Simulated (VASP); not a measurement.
# GaN (Fm-3m) in VASP: notebook

One crystal, GaN, is run at these levels: PBE; tasks: G0W0 quasiparticle levels.

Everything below comes from runs of VASP 6.6.1. Logs are shortened: lines on timing, memory, paths and dates and some standing lists are left out, and cuts for length are marked.

## 1. Starting point

The structure is cubic, space group Fm-3m (No. 225). The conventional cell has a = 4.270 Å, b = 4.270 Å, c = 4.270 Å, α = 90.00°, β = 90.00°, γ = 90.00°. Ga (site symmetry m-3m) has 6 N at 2.14 Å as nearest neighbours. N (site symmetry m-3m) has 6 Ga at 2.14 Å as nearest neighbours.

Measurements of this composition are mostly on another form, of space group No. 186.

## 2. G0W0 quasiparticle levels, PBE

Input file POSCAR:

```
GaN
1.0
    0.0000000000      2.1352350000      2.1352350000
    2.1352350000      0.0000000000      2.1352350000
    2.1352350000      2.1352350000      0.0000000000
Ga N
1 1
Direct
    0.0000000000      0.0000000000      0.0000000000
    0.5000000000      0.5000000000      0.5000000000
```

Input file INCAR.step1:

```
SYSTEM = GaN
PREC = Accurate ; ENCUT = 450
EDIFF = 1E-8 ; ISMEAR = 0
SIGMA = 0.01 ; LREAL = .FALSE.
LASPH = .TRUE. ; NELM = 80
ALGO = Fast ; LWAVE = .TRUE.
LCHARG = .FALSE. ; GGA = PE
```

Input file INCAR.step2:

```
SYSTEM = GaN
PREC = Accurate ; ENCUT = 450
EDIFF = 1E-8 ; ISMEAR = 0
SIGMA = 0.01 ; LREAL = .FALSE.
LASPH = .TRUE. ; NELM = 1
ALGO = Exact ; LWAVE = .TRUE.
LCHARG = .FALSE. ; GGA = PE
NBANDS = 125 ; LOPTICS = .TRUE.
ISTART = 1
```

Input file INCAR.step3:

```
SYSTEM = GaN
PREC = Accurate ; ENCUT = 450
EDIFF = 1E-8 ; ISMEAR = 0
SIGMA = 0.01 ; LREAL = .FALSE.
LASPH = .TRUE. ; ALGO = EVGW0
LWAVE = .FALSE. ; LCHARG = .FALSE.
GGA = PE ; NELMGW = 1
NBANDS = 125 ; ENCUTGW = 260
NOMEGA = 48 ; PRECFOCK = Fast
ISTART = 1 ; NBANDSGW = 17
```

Input file KPOINTS:

```
regular mesh
0
G
  5 5 5
  0 0 0
```

Potentials or basis: VASP PAW PBE potentials, release 64 (Ga_d_GW, N_GW).

Run with:

```sh
$ cat potpaw_PBE.64/Ga_d_GW/POTCAR potpaw_PBE.64/N_GW/POTCAR > POTCAR
$ cp INCAR.step1 INCAR
$ mpirun -np 1 vasp_std > vasp.out
$ cp INCAR.step2 INCAR
$ mpirun -np 1 vasp_std > vasp.out
$ cp INCAR.step3 INCAR
$ mpirun -np 1 vasp_std > vasp.out
```

OUTCAR:

```text
SYSTEM = GaN
   PREC = Accurate
   ENCUT = 450
   EDIFF = 1E-8
   ISMEAR = 0
   LREAL = .FALSE.
   LASPH = .TRUE.
   GGA = PE
   NELMGW = 1
   ENCUTGW = 260
   PRECFOCK = Fast
   ISTART = 1

 Found     10 irreducible k-points:

 Following reciprocal coordinates:
            Coordinates               Weight
  0.000000  0.000000  0.000000      1.000000
  0.200000  0.000000  0.000000      8.000000
  0.400000  0.000000  0.000000      8.000000
  0.200000  0.200000  0.000000      6.000000
  0.400000  0.200000  0.000000     24.000000
 -0.400000  0.200000  0.000000     24.000000
   k-points           NKPTS =     10   k-points in BZ     NKDIM =    125   number of bands    NBANDS=    125
   number of dos      NEDOS =    301   number of ions     NIONS =      2
   total plane-waves  NPLWV =  13824
   dimension x,y,z NGX =    24 NGY =   24 NGZ =   24
   dimension x,y,z NGXF=    48 NGYF=   48 NGZF=   48
   ions per type =               1   1
   NGX,Y,Z   is equivalent  to a cutoff of  13.21, 13.21, 13.21 a.u.
   NGXF,Y,Z  is equivalent  to a cutoff of  26.43, 26.43, 26.43 a.u.
 SYSTEM =  GaN
   PREC   = accura    normal or accurate (medium, high low for compatibility)
   ISTART =      1    job   : 0-new  1-cont  2-samecut
   ICHARG =      0    charge: 1-file 2-atom 10-const
   ISPIN  =      1    spin polarized calculation?
   LNONCOLLINEAR =      F non collinear calculations
   LSORBIT =      F    spin-orbit coupling
   LASPH  =      T    aspherical Exc in radial PAW
   ENCUT  =  450.0 eV  33.07 Ry    5.75 a.u.   5.22  5.22  5.22*2*pi/ulx,y,z
   NELM   =     60;   NELMIN=  2; NELMDL=  0     # of ELM steps
   EDIFF  = 0.1E-07   stopping-criterion for ELM
   LREAL  =      F    real-space projection
   EDIFFG = 0.1E-06   stopping-criterion for IOM
   NSW    =      0    number of steps for IOM
   IBRION =     -1    ionic relax: 0-MD 1-quasi-New 2-CG
   NFREE  =      0    steps in history (QN), initial steepest desc. (CG)
   ISIF   =      0    stress and relaxation
   ISYM   =      3    0-nonsym 1-usesym 2-fastsym
   POTIM  = 0.5000    time-step for ionic-motion
   TEBEG  =    0.0;   TEEND  =   0.0 temperature during run
   PSTRESS=    0.0 pullay stress
   NELECT =      18.0000    total number of electrons
   NUPDOWN=      -1.0000    fix difference up-down
   EMIN   =  10.00;   EMAX   =-10.00  energy-range for DOS
   EFERMI =   0.00;   METHOD = LEGACY
   ISMEAR =     0;   SIGMA  =   0.01  broadening in eV -4-tet -1-fermi 0-gaus
   EFERMI_NEDOS =   21; number of points for ismear=-14 and -15
   IALGO  =     38    algorithm
   IMIX   =      4    mixing-type and parameters
     AMIX     =   0.40;   BMIX     =  1.00
     AMIX_MAG =   1.60;   BMIX_MAG =  1.00
  volume/ion in A,a.u.               =       9.74        65.70
  Fermi-wavevector in a.u.,A,eV,Ry     =   1.594814  3.013761 34.605481  2.543431
  Thomas-Fermi vector in A             =   2.692830
   LORBIT       =      0    0 simple, 1 ext, 2 COOP (PROOUT), +10 PAW based schemes
   GGA     = PE    functional components
   LHFCALC =     T    Hartree Fock is set to
   PRECFOCK=fast      Normal, Fast or Accurate (Low or Medium for compatibility)
   ENCUT4O =  -1.0   cutoff for four orbital integrals eV
   NKREDX  =     1    reduce k-point grid by
   NKREDY  =     1    reduce k-point grid by
   NKREDZ  =     1    reduce k-point grid by
   AEXX    =    1.0000 exact exchange contribution
   HFSCREEN=    0.0000 screening length (either q_TF or 0.3 A-1)
   HFSCREENC=   0.0000 screening length for correlation (either q_TF or 0.3 A-1)
   ENCUTFOCK=  -1.0 apply spherical cutoff to Coloumb kernel
   IVDW    =     0    specifies the selected vdW correction
   LEPSILON=     F    determine dielectric tensor
   LRPA    =     F    only Hartree local field effects (RPA)
   LRPAFORCE           =     F    calculate RPA forces
   ENCUTGW             = 260.0    cutoff for response function in eV
   ENCUTGWSOFT         = 208.0    soft cutoff for Coulomb kernel in GW response function in eV
   ENCUTLF             =  -1.0    cutoff for local field effects
   NELMGW              =     1    number of iterations in solving QP/BSE equation
   NELMHF              =     1    number of iterations in the inner HF iteration
   NKREDLFX            =     1    NKREDLFY  =   1   NKREDLFZ  =   1
 non-spin polarized calculation
 Gauss-broadening in eV      SIGMA  =   0.01
  energy-cutoff  :      450.00
  volume of cell :       19.47
 maximum number of plane-waves:       432
 NGX is ok and might be reduce to    24
  NGX = 14; NGY = 14; NGZ = 14
   NGX = 11   NGY = 11   NGZ = 11
 maximum number of plane-waves:       194

 QP shifts <psi_nk| G(iteration)W_0 |psi_nk>: iteration 1
 for sc-GW calculations column KS-energies equals QP-energies in previous step
 and V_xc(KS)=  KS-energies - (<T + V_ion + V_H > + <T+V_H+V_ion>^1  + <V_x>^1)

 k-point   1 :       0.0000    0.0000    0.0000
  band No.  KS-energies  QP-energies   sigma(KS)   V_xc(KS)     V^pw_x(r,r')   Z            occupation Imag(sigma)

      1      -9.6702     -10.6391     -15.8973     -14.4807     -24.2658       0.6840       2.0000       1.3302
      2      -6.7790      -9.3180     -25.1720     -21.6621     -35.0194       0.7234       2.0000       0.2301
      3      -6.7790      -9.3180     -25.1720     -21.6621     -35.0194       0.7234       2.0000       0.2301
      4      -6.7790      -9.3180     -25.1720     -21.6621     -35.0194       0.7234       2.0000       0.2301
      5      -6.6909      -9.2664     -25.4064     -21.8494     -35.4605       0.7241       2.0000       0.2703
      6      -6.6909      -9.2664     -25.4064     -21.8494     -35.4605       0.7241       2.0000       0.2703
[... 9 lines left out ...]
     16      22.6815      23.1883     -11.9504     -12.6184      -4.4839       0.7587       0.0000      -0.5761
     17      23.2784      23.3531      -9.0028      -9.0980      -2.4772       0.7852       0.0000      -0.3504

 k-point   2 :       0.2000    0.0000    0.0000
  band No.  KS-energies  QP-energies   sigma(KS)   V_xc(KS)     V^pw_x(r,r')   Z            occupation Imag(sigma)

      1      -8.9371      -9.8999     -16.1411     -14.7322     -24.3477       0.6834       2.0000       1.2429
      2      -6.8010      -9.3256     -25.0704     -21.5788     -34.8965       0.7230       2.0000       0.2384
      3      -6.7888      -9.3296     -25.1976     -21.6814     -35.1463       0.7226       2.0000       0.2592
      4      -6.7888      -9.3296     -25.1976     -21.6814     -35.1463       0.7226       2.0000       0.2592
      5      -6.6881      -9.2481     -25.3427     -21.8084     -35.3005       0.7243       2.0000       0.2496
      6      -6.6881      -9.2481     -25.3427     -21.8084     -35.3005       0.7243       2.0000       0.2496
[... 9 lines left out ...]
     16      23.9589      24.3558     -11.6550     -12.1552      -5.4743       0.7934       0.0000      -0.4126
     17      29.8646      30.1754     -10.3563     -10.7427      -3.3136       0.8044       0.0000      -0.8346

 k-point   3 :       0.4000    0.0000    0.0000
  band No.  KS-energies  QP-energies   sigma(KS)   V_xc(KS)     V^pw_x(r,r')   Z            occupation Imag(sigma)

      1      -7.2504      -8.5499     -18.6149     -16.7441     -26.8990       0.6946       2.0000       0.8976
      2      -6.8959      -9.4080     -25.0408     -21.5529     -35.0222       0.7202       2.0000       0.2870
      3      -6.8959      -9.4080     -25.0408     -21.5529     -35.0222       0.7202       2.0000       0.2870
      4      -6.8017      -8.9368     -23.1764     -20.1966     -32.5187       0.7166       2.0000       0.4444
      5      -6.5893      -9.1531     -25.4489     -21.9119     -35.3854       0.7249       2.0000       0.2376
      6      -6.5893      -9.1531     -25.4489     -21.9119     -35.3854       0.7249       2.0000       0.2376
[... 9 lines left out ...]
     16      27.9583      28.3857     -12.0113     -12.5585      -5.0020       0.7811       0.0000      -0.7456
     17      32.3018      32.8113     -11.1867     -11.8180      -3.5360       0.8070       0.0000      -1.2312

 k-point   4 :       0.2000    0.2000    0.0000
  band No.  KS-energies  QP-energies   sigma(KS)   V_xc(KS)     V^pw_x(r,r')   Z            occupation Imag(sigma)

      1      -8.8064      -9.8428     -16.7103     -15.1865     -25.0248       0.6802       2.0000       1.1714
      2      -6.8350      -9.3624     -25.0722     -21.5725     -34.9001       0.7221       2.0000       0.2319
      3      -6.7145      -9.1526     -24.6114     -21.2341     -34.4628       0.7219       2.0000       0.3365
      4      -6.7033      -9.2481     -25.2546     -21.7409     -35.1171       0.7242       2.0000       0.2315
      5      -6.7033      -9.2481     -25.2546     -21.7409     -35.1171       0.7242       2.0000       0.2315
      6      -6.6560      -9.2364     -25.4491     -21.8888     -35.5140       0.7248       2.0000       0.2699
[... 9 lines left out ...]
     16      28.0950      28.5951     -11.6990     -12.3287      -4.5827       0.7943       0.0000      -0.8328
     17      29.1653      29.7616     -12.4777     -13.2188      -6.0058       0.8046       0.0000      -0.7116

 k-point   5 :       0.4000    0.2000    0.0000
  band No.  KS-energies  QP-energies   sigma(KS)   V_xc(KS)     V^pw_x(r,r')   Z            occupation Imag(sigma)

      1      -8.0044      -9.5554     -20.0816     -17.8306     -29.0487       0.6890       2.0000       0.7979
      2      -6.8612      -9.3739     -24.9459     -21.4669     -34.7483       0.7223       2.0000       0.2421
      3      -6.7537      -9.2987     -25.2425     -21.7228     -35.2322       0.7231       2.0000       0.2706
      4      -6.7060      -9.2120     -25.0128     -21.5495     -34.8206       0.7236       2.0000       0.2553
      5      -6.5713      -9.1414     -25.4780     -21.9365     -35.4319       0.7257       2.0000       0.2403
      6      -6.0072      -7.9305     -22.1164     -19.4522     -31.0707       0.7219       2.0000       0.5579
[... 9 lines left out ...]
     16      30.0353      30.5346     -12.3202     -12.9532      -5.1110       0.7887       0.0000      -0.9414
     17      33.8646      34.4802     -11.1217     -11.8738      -3.6606       0.8185       0.0000      -1.2496

 k-point   6 :      -0.4000    0.2000    0.0000
  band No.  KS-energies  QP-energies   sigma(KS)   V_xc(KS)     V^pw_x(r,r')   Z            occupation Imag(sigma)

      1      -7.6426      -9.5130     -21.9468     -19.2671     -31.3172       0.6980       2.0000       0.6152
      2      -6.8632      -9.3435     -24.7366     -21.2998     -34.4870       0.7217       2.0000       0.2637
      3      -6.8398      -9.3621     -25.1211     -21.6240     -35.1380       0.7212       2.0000       0.2922
      4      -6.7168      -9.2309     -25.0709     -21.5950     -34.8868       0.7233       2.0000       0.2469
      5      -6.5836      -9.1452     -25.4415     -21.9095     -35.3582       0.7252       2.0000       0.2330
      6      -5.3546      -6.9830     -21.1749     -18.9200     -29.6859       0.7222       2.0000       0.6685
[... 9 lines left out ...]
     16      27.9082      28.3094     -11.4287     -11.9380      -4.6174       0.7878       0.0000      -0.6635
     17      33.6103      34.2738     -11.3099     -12.1260      -3.8590       0.8130       0.0000      -1.1357

 [... further k-points ...]
```

Run time: 1.9 min. Hardware: 1 thread of Intel Xeon 6975P-C (Granite Rapids), shared host; peak memory 0.34 GiB.

These settings aren't checked as converged: the numbers below hold their error.

Results:

```
Band gap on the k mesh, mean-field level : 1.13 eV, indirect (least direct gap 2.35 eV)
Quasiparticle gap                        : 2.03 eV
Least direct quasiparticle gap           : 3.30 eV
```

Caveat: the k mesh is coarse (spacing up to 0.51 Å⁻¹), so the values aren't converged; bands, screening cutoff and mesh are small and nothing is extrapolated, so the quasiparticle values aren't converged; an odd mesh through Γ misses points on the zone boundary, where band edges often lie.

## 3. G0W0 quasiparticle levels, PBE

POSCAR is that of step 2.

INCAR.step1 is that of step 2.

Edit INCAR.step2 of step 2 so:

```diff
@@ -7,3 +7,3 @@
 LCHARG = .FALSE. ; GGA = PE
-NBANDS = 125 ; LOPTICS = .TRUE.
+NBANDS = 32 ; LOPTICS = .TRUE.
 ISTART = 1
```

Edit INCAR.step3 of step 2 so:

```diff
@@ -7,3 +7,3 @@
 GGA = PE ; NELMGW = 1
-NBANDS = 125 ; ENCUTGW = 260
+NBANDS = 32 ; ENCUTGW = 50
 NOMEGA = 48 ; PRECFOCK = Fast
```

Input file KPOINTS:

```
regular mesh
0
G
  3 3 3
  0 0 0
```

Potentials or basis: VASP PAW PBE potentials, release 64 (Ga_d_GW, N_GW).

Run with:

```sh
$ cat potpaw_PBE.64/Ga_d_GW/POTCAR potpaw_PBE.64/N_GW/POTCAR > POTCAR
$ cp INCAR.step1 INCAR
$ mpirun -np 1 vasp_std > vasp.out
$ cp INCAR.step2 INCAR
$ mpirun -np 1 vasp_std > vasp.out
$ cp INCAR.step3 INCAR
$ mpirun -np 1 vasp_std > vasp.out
```

OUTCAR:

```text
SYSTEM = GaN
   PREC = Accurate
   ENCUT = 450
   EDIFF = 1E-8
   ISMEAR = 0
   LREAL = .FALSE.
   LASPH = .TRUE.
   GGA = PE
   NELMGW = 1
   ENCUTGW = 50
   PRECFOCK = Fast
   ISTART = 1

 Found      4 irreducible k-points:

 Following reciprocal coordinates:
            Coordinates               Weight
  0.000000  0.000000  0.000000      1.000000
  0.333333  0.000000  0.000000      8.000000
  0.333333  0.333333  0.000000      6.000000
 -0.333333  0.333333  0.000000     12.000000
   k-points           NKPTS =      4   k-points in BZ     NKDIM =     27   number of bands    NBANDS=     32
[... 60 lines left out ...]
   NELMGW              =     1    number of iterations in solving QP/BSE equation
   NELMHF              =     1    number of iterations in the inner HF iteration
   NKREDLFX            =     1    NKREDLFY  =   1   NKREDLFZ  =   1
 non-spin polarized calculation
 Gauss-broadening in eV      SIGMA  =   0.01
  energy-cutoff  :      450.00
  volume of cell :       19.47
 maximum number of plane-waves:       432
 NGX is ok and might be reduce to    24
  NGX = 12; NGY = 12; NGZ = 12
   NGX = 11   NGY = 11   NGZ = 11
 maximum number of plane-waves:        18
 NGX is ok and might be reduce to    10

 QP shifts <psi_nk| G(iteration)W_0 |psi_nk>: iteration 1
 for sc-GW calculations column KS-energies equals QP-energies in previous step
 and V_xc(KS)=  KS-energies - (<T + V_ion + V_H > + <T+V_H+V_ion>^1  + <V_x>^1)

 k-point   1 :       0.0000    0.0000    0.0000
  band No.  KS-energies  QP-energies   sigma(KS)   V_xc(KS)     V^pw_x(r,r')   Z            occupation Imag(sigma)

      1      -9.5376     -10.3198     -15.4548     -14.4207     -24.1393       0.7564       2.0000       1.5341
      2      -6.8856     -10.9153     -27.1588     -21.6616     -35.0060       0.7330       2.0000       0.2755
      3      -6.8856     -10.9153     -27.1588     -21.6616     -35.0060       0.7330       2.0000       0.2755
      4      -6.8856     -10.9153     -27.1588     -21.6616     -35.0060       0.7330       2.0000       0.2755
      5      -6.7935     -10.9852     -27.5387     -21.8539     -35.4739       0.7373       2.0000       0.3320
      6      -6.7935     -10.9852     -27.5387     -21.8539     -35.4739       0.7373       2.0000       0.3320
[... 59 lines left out ...]
      3      -6.8688     -10.9511     -27.2993     -21.7284     -35.3046       0.7328       2.0000       0.3477
      4      -6.8067     -10.8271     -27.1380     -21.6602     -34.9837       0.7340       2.0000       0.2857
      5      -6.6877     -10.8035     -27.4662     -21.9037     -35.3089       0.7399       2.0000       0.2699
      6      -4.5080      -6.4633     -21.5449     -18.9229     -29.2231       0.7458       2.0000       0.6691
[... 9 lines left out ...]
     16      30.1108      31.2519     -10.6027     -12.0552      -3.8149       0.7856       0.0000      -1.0285
     17      34.9388      36.5681     -11.3608     -13.3243      -4.4134       0.8298       0.0000      -1.5096
```

OUTCAR.step1:

```text
SYSTEM = GaN
   PREC = Accurate
   ENCUT = 450
   EDIFF = 1E-8
   ISMEAR = 0
   LREAL = .FALSE.
   LASPH = .TRUE.
[... 172 lines left out ...]
      0.00000      0.00000      0.00000         0.000000      0.000000     -0.000000
      2.13524      2.13524      2.13524        -0.000000     -0.000000      0.000000
 -----------------------------------------------------------------------------------
    total drift:                                0.000000     -0.000000     -0.000000

  FREE ENERGIE OF THE ION-ELECTRON SYSTEM (eV)
  ---------------------------------------------------
  free  energy   TOTEN  =       -10.6773697043 eV

  energy  without entropy=      -10.6773697043  energy(sigma->0) =      -10.67736970
```

Wall time 7.9 s (1 thread of Intel Xeon 6975P-C (Granite Rapids), shared host); peak memory 0.14 GiB.

These settings aren't checked as converged: the numbers below hold their error.

What came out:

```
Band gap on the k mesh, mean-field level : 2.07 eV, indirect (least direct gap 2.26 eV)
Quasiparticle gap                        : 2.75 eV
Least direct quasiparticle gap           : 2.81 eV
```

Caveat: the k mesh is coarse (spacing up to 0.85 Å⁻¹), so the values aren't converged; bands, screening cutoff and mesh are small and nothing is extrapolated, so the quasiparticle values aren't converged; an odd mesh through Γ misses points on the zone boundary, where band edges often lie.

(Continued in part 2 of 3.)
